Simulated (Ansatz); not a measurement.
Ba: equation of state with PBE

The system is Ba.

```
Ba
1.0
     4.31161    0.00000    0.00000
    -2.15581    3.73397    0.00000
     0.00000    0.00000    3.91341
Ba
1
Direct
  0.00000 0.00000 0.00000
```

This isn't the form of Ba at room conditions, which is bcc.

| Item | Value |
| --- | --- |
| Program | Ansatz 0.2.0 |
| Task | equation of state |
| Functional | PBE |
| Potentials or basis | Ansatz PAW |
| Cutoff | 420 eV |
| Density cutoff | 1680 eV |
| k mesh | 7 × 7 × 7 |
| Occupations | fermi-dirac, width 0.05 eV |
| Spin | no spin polarisation |

```json
{"Equilibrium volume": "61.32 Å³/atom", "Bulk modulus at fixed shape and positions": "7.4 GPa", "Pressure derivative of the bulk modulus": "3.1"}
```

Energy against volume, from the lowest point:
```
volume (Å³/atom)  energy (meV/atom)
          59.223               1.66
          60.484               0.20
          61.744               0.00
          63.004               0.95
          64.264               2.97
          65.524               5.96
          66.784               9.85
```

All runs of the series together: 6 s on 2 threads of Arm Neoverse V2 (shared host).

Caveat: the cell was scaled at fixed shape and fractional positions, which overstates the stiffness of a crystal with free parameters, most of all of layers and chains. The run has no spin-orbit coupling, so splittings on Ba are missing.
